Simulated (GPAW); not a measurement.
# Al (Fm-3m) in GPAW: settings compared

The runs below take Al through equation of state, band structure, with SCAN, r4SCAN, C09-vdW, PBE, TPSS.

Everything below comes from runs of GPAW 26.7.0. Logs are shortened: lines on timing, memory, paths and dates and some standing lists are left out, and cuts for length are marked. The log counts tension as positive stress, the text compression.

**What was measured.**

“The interpretation of polycrystalline coherent inelastic neutron scattering from aluminium”, 2013, pmc:3831299 quotes, for a bulk crystal of Al: bulk modulus 76.9 GPa.

The runs below are set against these values where they give the same quantity.

### 1 The structure

Symmetry: Fm-3m, No. 225, cubic system. Conventional cell: a = 4.050 Å, b = 4.050 Å, c = 4.050 Å, α = 90.00°, β = 90.00°, γ = 90.00°. Around Al (site symmetry m-3m) lie 12 Al at 2.86 Å.

### 2 Equation of state, SCAN

The input, run.py:

```python
import spglib
from ase import Atoms
from ase.eos import EquationOfState
from ase.io import Trajectory, read
from ase.units import GPa
from gpaw import GPAW, PW

atoms = read('Al.cif')
cell, positions, numbers = spglib.find_primitive(
    (atoms.cell[:], atoms.get_scaled_positions(), atoms.numbers), symprec=1e-4)
atoms = Atoms(numbers, cell=cell, scaled_positions=positions, pbc=True)

traj = Trajectory('eos.traj', 'w')
volumes, energies = [], []
for x in [0.94, 0.96, 0.98, 1.0, 1.02, 1.04, 1.06]:
    a = atoms.copy()
    a.set_cell(atoms.cell * x**(1 / 3), scale_atoms=True)
    calc = GPAW(mode=PW(600),
                xc='MGGA_X_SCAN+MGGA_C_SCAN',
                kpts={'size': (11, 11, 11), 'gamma': True},
                occupations={'name': 'fermi-dirac', 'width': 0.05},
                nbands=7,
                convergence={'density': 1e-05, 'energy': 1e-05},
                maxiter=150,
                txt=f'eos-{x:.2f}.txt')
    a.calc = calc
    energies.append(a.get_potential_energy(force_consistent=True))
    volumes.append(a.get_volume())
    p = -a.get_stress()[:3].mean() / GPa
    calc.write(f'eos-{x:.2f}.gpw')
    traj.write(a)
    print(f'{x:.2f} {volumes[-1]:10.4f} A^3 {energies[-1]:14.6f} eV {p:9.3f} GPa', flush=True)

v0, e0, B = EquationOfState(volumes, energies, eos='birchmurnaghan').fit()
print(f'V0 = {v0:.4f} A^3, E0 = {e0:.6f} eV, B0 = {B / GPa:.2f} GPa')
```

The input, Al.cif:

```cif
data_Al
_cell_length_a 4.04961000
_cell_length_b 4.04961000
_cell_length_c 4.04961000
_cell_angle_alpha 90.00000000
_cell_angle_beta 90.00000000
_cell_angle_gamma 90.00000000
_space_group_name_H-M_alt 'Fm-3m'
_space_group_name_Hall '-F 4 2 3'
_space_group_IT_number 225
loop_
_space_group_symop_operation_xyz
'x,y,z'
'-x,-y,-z'
'-y,x,z'
'y,-x,-z'
'-x,-y,z'
'x,y,-z'
'y,-x,z'
'-y,x,-z'
'x,-y,-z'
'-x,y,z'
'-y,-x,-z'
'y,x,z'
'-x,y,-z'
'x,-y,z'
'y,x,-z'
'-y,-x,z'
'z,x,y'
'-z,-x,-y'
'z,-y,x'
'-z,y,-x'
'z,-x,-y'
'-z,x,y'
'z,y,-x'
'-z,-y,x'
'-z,x,-y'
'z,-x,y'
'-z,-y,-x'
'z,y,x'
'-z,-x,y'
'z,x,-y'
'-z,y,x'
'z,-y,-x'
'y,z,x'
'-y,-z,-x'
'x,z,-y'
'-x,-z,y'
'-y,z,-x'
'y,-z,x'
'-x,z,y'
'x,-z,-y'
'-y,-z,x'
'y,z,-x'
'-x,-z,-y'
'x,z,y'
'y,-z,-x'
'-y,z,x'
'x,-z,y'
'-x,z,-y'
'x,y+1/2,z+1/2'
'-x,-y+1/2,-z+1/2'
'-y,x+1/2,z+1/2'
[... 62 lines left out ...]
'-z+1/2,-x,-y+1/2'
'z+1/2,-y,x+1/2'
'-z+1/2,y,-x+1/2'
'z+1/2,-x,-y+1/2'
'-z+1/2,x,y+1/2'
'z+1/2,y,-x+1/2'
'-z+1/2,-y,x+1/2'
'-z+1/2,x,-y+1/2'
'z+1/2,-x,y+1/2'
'-z+1/2,-y,-x+1/2'
'z+1/2,y,x+1/2'
'-z+1/2,-x,y+1/2'
'z+1/2,x,-y+1/2'
'-z+1/2,y,x+1/2'
'z+1/2,-y,-x+1/2'
'y+1/2,z,x+1/2'
'-y+1/2,-z,-x+1/2'
'x+1/2,z,-y+1/2'
'-x+1/2,-z,y+1/2'
'-y+1/2,z,-x+1/2'
'y+1/2,-z,x+1/2'
'-x+1/2,z,y+1/2'
'x+1/2,-z,-y+1/2'
'-y+1/2,-z,x+1/2'
'y+1/2,z,-x+1/2'
'-x+1/2,-z,-y+1/2'
'x+1/2,z,y+1/2'
'y+1/2,-z,-x+1/2'
'-y+1/2,z,x+1/2'
'x+1/2,-z,y+1/2'
'-x+1/2,z,-y+1/2'
'x+1/2,y+1/2,z'
'-x+1/2,-y+1/2,-z'
'-y+1/2,x+1/2,z'
'y+1/2,-x+1/2,-z'
'-x+1/2,-y+1/2,z'
'x+1/2,y+1/2,-z'
'y+1/2,-x+1/2,z'
'-y+1/2,x+1/2,-z'
'x+1/2,-y+1/2,-z'
'-x+1/2,y+1/2,z'
'-y+1/2,-x+1/2,-z'
'y+1/2,x+1/2,z'
'-x+1/2,y+1/2,-z'
'x+1/2,-y+1/2,z'
'y+1/2,x+1/2,-z'
'-y+1/2,-x+1/2,z'
'z+1/2,x+1/2,y'
'-z+1/2,-x+1/2,-y'
'z+1/2,-y+1/2,x'
'-z+1/2,y+1/2,-x'
'z+1/2,-x+1/2,-y'
'-z+1/2,x+1/2,y'
'z+1/2,y+1/2,-x'
'-z+1/2,-y+1/2,x'
'-z+1/2,x+1/2,-y'
'z+1/2,-x+1/2,y'
'-z+1/2,-y+1/2,-x'
'z+1/2,y+1/2,x'
'-z+1/2,-x+1/2,y'
'z+1/2,x+1/2,-y'
'-z+1/2,y+1/2,x'
'z+1/2,-y+1/2,-x'
'y+1/2,z+1/2,x'
'-y+1/2,-z+1/2,-x'
'x+1/2,z+1/2,-y'
'-x+1/2,-z+1/2,y'
'-y+1/2,z+1/2,-x'
'y+1/2,-z+1/2,x'
'-x+1/2,z+1/2,y'
'x+1/2,-z+1/2,-y'
'-y+1/2,-z+1/2,x'
'y+1/2,z+1/2,-x'
'-x+1/2,-z+1/2,-y'
'x+1/2,z+1/2,y'
'y+1/2,-z+1/2,-x'
'-y+1/2,z+1/2,x'
'x+1/2,-z+1/2,y'
'-x+1/2,z+1/2,-y'
loop_
_atom_site_label
_atom_site_type_symbol
_atom_site_symmetry_multiplicity
_atom_site_Wyckoff_symbol
_atom_site_fract_x
_atom_site_fract_y
_atom_site_fract_z
_atom_site_occupancy
Al1 Al 4 a 0.0000000000 0.0000000000 0.0000000000 1
```

Potentials or basis: GPAW PAW data sets (gpaw-data 1.2.1), pw.

Launch:

```bash
$ OMP_NUM_THREADS=1 python run.py
```

The program printed:

```text
__  _  _
 | _ |_)|_||  |
 |__||  | ||/\| - 26.7.0

Input parameters:
  mode=PW(ecut=600.0),
  convergence={'density': 1e-05, 'energy': 1e-05},
  kpts=MonkhorstPack(size=(11, 11, 11), gamma=True),
  maxiter=150,
  nbands=7,
  occupations=Occupations(name='fermi-dirac', width=0.05),
  xc=XC(name='MGGA_X_SCAN+MGGA_C_SCAN')

Diagonalizing LCAO Hamiltonian
Converting LCAO to pw mode

       Al

Atoms  # Å, Bohr magnetons
|   | symbol |        x |        y |        z |    initial magnetic moments |
|---|--------|----------|----------|----------|-----------------------------|
| 0 |     Al | 0.000000 | 0.000000 | 0.000000 | ( 0.0000,  0.0000,  0.0000) |

Unit cell  # Å
| periodic |        x |        y |        z |  lengths |    angles |
|----------|----------|----------|----------|----------|-----------|
|      yes | 0.000000 | 1.983471 | 1.983471 | 2.805051 | 60.000000 |
|      yes | 1.983471 | 0.000000 | 1.983471 | 2.805051 | 60.000000 |
|      yes | 1.983471 | 1.983471 | 0.000000 | 2.805051 | 60.000000 |

Number of symmetries: 48
Symmetry operations  # r_c * U_cc + t_c -> r_c
|    | kind |            matrix            |
|----|------|------------------------------|
|  0 |  σ   |  1, 0, 0,  1, 0,-1,  1,-1, 0 |
|  1 |  C2  |  1, 0, 0,  1,-1, 0,  1, 0,-1 |
|  2 |  E   |  1, 0, 0,  0, 1, 0,  0, 0, 1 |
|  3 |  σ   |  1, 0, 0,  0, 0, 1,  0, 1, 0 |
|  4 |  C4  |  1, 0,-1,  1, 0, 0,  1,-1, 0 |
|  5 |  S6  |  1, 0,-1,  1,-1, 0,  1, 0, 0 |
|  6 |  σ   |  1, 0,-1,  0, 1,-1,  0, 0,-1 |
|  7 |  C3  |  1, 0,-1,  0, 0,-1,  0, 1,-1 |
|  8 |  S6  |  1,-1, 0,  1, 0, 0,  1, 0,-1 |
|  9 |  C4  |  1,-1, 0,  1, 0,-1,  1, 0, 0 |
| 10 |  C3  |  1,-1, 0,  0,-1, 1,  0,-1, 0 |
| 11 |  σ   |  1,-1, 0,  0,-1, 0,  0,-1, 1 |
| 12 |  σ   |  0, 1, 0,  1, 0, 0,  0, 0, 1 |
| 13 |  C4  |  0, 1, 0,  0, 1,-1, -1, 1, 0 |
| 14 |  C3  |  0, 1, 0,  0, 0, 1,  1, 0, 0 |
| 15 |  S6  |  0, 1, 0, -1, 1, 0,  0, 1,-1 |
| 16 |  C2  |  0, 1,-1,  1, 0,-1,  0, 0,-1 |
| 17 |  σ   |  0, 1,-1,  0, 1, 0, -1, 1, 0 |
| 18 |  S4  |  0, 1,-1,  0, 0,-1,  1, 0,-1 |
| 19 |  C4  |  0, 1,-1, -1, 1, 0,  0, 1, 0 |
| 20 |  C3  |  0, 0, 1,  1, 0, 0,  0, 1, 0 |
| 21 |  σ   |  0, 0, 1,  0, 1, 0,  1, 0, 0 |
| 22 |  S6  |  0, 0, 1,  0,-1, 1, -1, 0, 1 |
| 23 |  C4  |  0, 0, 1, -1, 0, 1,  0,-1, 1 |
| 24 |  S4  |  0, 0,-1,  1, 0,-1,  0, 1,-1 |
| 25 |  C3  |  0, 0,-1,  0, 1,-1,  1, 0,-1 |
| 26 |  C2  |  0, 0,-1,  0,-1, 0, -1, 0, 0 |
| 27 |  S6  |  0, 0,-1, -1, 0, 0,  0,-1, 0 |
| 28 |  S4  |  0,-1, 1,  1,-1, 0,  0,-1, 0 |
| 29 |  C4  |  0,-1, 1,  0, 0, 1, -1, 0, 1 |
| 30 |  C2  |  0,-1, 1,  0,-1, 0,  1,-1, 0 |
| 31 |  σ   |  0,-1, 1, -1, 0, 1,  0, 0, 1 |
| 32 |  C3  |  0,-1, 0,  1,-1, 0,  0,-1, 1 |
| 33 |  S6  |  0,-1, 0,  0, 0,-1, -1, 0, 0 |
| 34 |  S4  |  0,-1, 0,  0,-1, 1,  1,-1, 0 |
| 35 |  C2  |  0,-1, 0, -1, 0, 0,  0, 0,-1 |
| 36 |  C2  | -1, 1, 0,  0, 1, 0,  0, 1,-1 |
| 37 |  S6  | -1, 1, 0,  0, 1,-1,  0, 1, 0 |
| 38 |  S4  | -1, 1, 0, -1, 0, 1, -1, 0, 0 |
| 39 |  C3  | -1, 1, 0, -1, 0, 0, -1, 0, 1 |
| 40 |  S6  | -1, 0, 1,  0, 0, 1,  0,-1, 1 |
| 41 |  C2  | -1, 0, 1,  0,-1, 1,  0, 0, 1 |
| 42 |  C3  | -1, 0, 1, -1, 1, 0, -1, 0, 0 |
| 43 |  S4  | -1, 0, 1, -1, 0, 0, -1, 1, 0 |
| 44 |  C2  | -1, 0, 0,  0, 0,-1,  0,-1, 0 |
| 45 |  i   | -1, 0, 0,  0,-1, 0,  0, 0,-1 |
| 46 |  σ   | -1, 0, 0, -1, 1, 0, -1, 0, 1 |
| 47 |  C2  | -1, 0, 0, -1, 0, 1, -1, 1, 0 |

BZ-sampling:
  Number of BZ points: 1331
  Number of IBZ points: 56

  Monkhorst-Pack size: [11, 11, 11]
  Monkhorst-Pack shift: [0, 0, 0]

K-points  # in reciprocal-cell coordinates
|     |                                coordinates |     weight |
|-----|--------------------------------------------|------------|
|   0 | (  0.00000000,   0.00000000,   0.00000000) | 0.00075131 |
|   1 | (  0.09090909,   0.09090909,   0.00000000) | 0.00450789 |
|   2 | (  0.09090909,   0.09090909,   0.09090909) | 0.00601052 |
|   3 | (  0.18181818,   0.09090909,   0.09090909) | 0.00901578 |
|   4 | (  0.18181818,   0.18181818,   0.00000000) | 0.00450789 |
|   5 | (  0.18181818,   0.18181818,   0.09090909) | 0.01803156 |
|   6 | (  0.18181818,   0.18181818,   0.18181818) | 0.00601052 |
|   7 | (  0.27272727,   0.18181818,   0.09090909) | 0.01803156 |
|   8 | (  0.27272727,   0.18181818,   0.18181818) | 0.01803156 |
|   9 | (  0.27272727,   0.27272727,   0.00000000) | 0.00450789 |
| ... |                                            |            |
|  55 | (  0.45454545,   0.45454545,   0.45454545) | 0.00601052 |

Plane wave coefficients: 534
Cutoff: 600.0 eV

Spin-components: 1 (collinear spins)
Bands:           7
Projectors:      5
Spin-degeneracy: 2
Datatype:        complex128

Density:
  Valence electrons: 3.0
  Components: 1
  Grid points: [16 16 16]
  Charge: 0.0  # |e|

Potential:
  Grid points: [16 16 16]

species:
  Al:
    name:    Aluminium
    Z:       13.0
    valence: 3
    core:    10
    charge:  0.0  # [|e|]
    compensation charges:
      type: gauss
      rc: 0.34  # [Å]
      lmax: 2
    cutoffs:
      filter: 1.91  # [Å]
      core: 2.36  # [Å]
    projectors
    | kind |    occ | energy [eV] | rcut [Å] |
    |------|--------|-------------|----------|
    |   3s |  2.000 |      -7.753 |    1.085 |
    |   3p |  1.000 |      -2.712 |    1.085 |
    |    s |        |      19.459 |    1.085 |
    |    p |        |      24.499 |    1.085 |
    |    d |        |       0.000 |    1.085 |

    Using partial waves for Al as LCAO basis

Reference energy: -6603.423265  # eV

eigensolver:
  PPCG
  Converge bands: occupied
  niter=2

density mixing:
  MSR1-Mixer
  Pratt-step length: 0.05
  Maximum mixing coefficient: 0.75
  Old densities: 10
  SVD Regularization: 0.005
  Good broyden scale: 1.0
  Trust region scale: 1.0
  Backstep threshold: 4.0
  History deletion threshold: 6.0
  Fourier metric: weight=20.0, sigma=0.015

occupation numbers:
  Fermi-Dirac:
    width: 0.0500  # eV

poisson solver:
  ecut: 4800.0  # eV

xc functional:
  name: MGGA_X_SCAN+MGGA_C_SCAN with 2 nearest neighbor stencil

convergence criteria:
- Maximum integral of absolute [dens]ity change: 1e-05 electrons / valence electron
- Maximum [total energy] change in last 3 cyles: 1e-05 eV / valence electron
- Maximum integral of absolute [eigenst]ate change: 4e-08 eV^2 / valence electron
maximum number of iterations: 150

SCF iterations
|iter     | |      energy | eigst |  dens |
|---------|-|-------------|-------|-------|
|iter:   1| |   -7.807807 | -0.14 |       |
|iter:   2| |   -7.641786 | -2.56 | -1.01 |
|iter:   3| |-14813485.541372 | +7.17 | -1.00 |
|iter:   4| |   -6.663332 | +2.67 | +3.10 |
|iter:   5| |   -7.643480 | -0.52 | -1.02 |
|iter:   6| |   -7.647772 | -2.94 | -1.57 |
|iter:   7| |   -7.649486 | -4.08 | -1.99 |
|iter:   8| |   -7.649747 | -5.03 | -2.62 |
|iter:   9| |   -7.650002 | -4.64 | -2.72 |
|iter:  10| |   -7.649855 | -5.08 | -2.43 |
|iter:  11| |   -7.649866 | -6.06 | -3.36 |
|iter:  12| |   -7.649854c| -6.53 | -3.42 |
|iter:  13| |   -7.649858c| -7.34 | -3.82 |
|iter:  14| |   -7.649856c| -8.23c| -4.71 |
|iter:  15| |   -7.649856c| -8.98c| -4.56 |
|iter:  16| |   -7.649856c| -7.58c| -5.29c|

Converged in 16 steps
Energy contributions relative to reference atoms: (reference = -6603.423265)

Energy contributions:
  Kinetic:           4.086130
  Coulomb:          -1.767017
  Zero:             -0.017562
  External:          0.000000
  Xc:               -9.949666
  Entropy:          -0.003483
  Spinorbit:         0.000000
  ----------------------------
  Free energy:      -7.651598
  Extrapolated:     -7.649856

dipole moment: (-6.786234, -6.786234, -6.786234)  # |e|*Ang

Fermi level: 7.699
Eigenvalues  # (at kpt = [0.000, 0.000, 0.000])
| band index |      eig [eV] | occ [0-2] |
|------------|---------------|-----------|
|          0 |        -4.222 |     2.000 |
|          1 |        21.181 |     0.000 |
|          2 |        21.181 |     0.000 |
|          3 |        21.181 |     0.000 |
|          4 |        23.126 |     0.000 |
|          5 |        23.126 |     0.000 |
|          6 |        23.126 |     0.000 |

No gap
No difference between direct/indirect transitions

Stress tensor  # eV/Ang^3
|         x |         y |         z |
|-----------|-----------|-----------|
| -0.019785 |  0.000000 | -0.000000 |
|  0.000000 | -0.019785 | -0.000000 |
| -0.000000 | -0.000000 | -0.019785 |

# Writing to eos-0.94.gpw (mode='')
```

Wall time 3.3 min (1 thread of Arm Neoverse V1, shared host); peak memory 0.34 GiB.

Results:

```yaml
Equilibrium_volume: "16.19 Å³/atom (rough: see the caveat)"
Bulk_modulus: 78 GPa (rough)
```

Energy against volume, from the lowest point:
```
volume (Å³/atom)  energy (meV/atom)
          15.607               5.42
          15.939               0.84
          16.271               0.00
          16.603               2.43
          16.935               7.58
          17.267              15.45
          17.599              25.64
```

Caveat: the points scatter about the fit; the PAW data sets were made with another functional, which shifts forces and pressure a little.

[end of part 1 of 2]
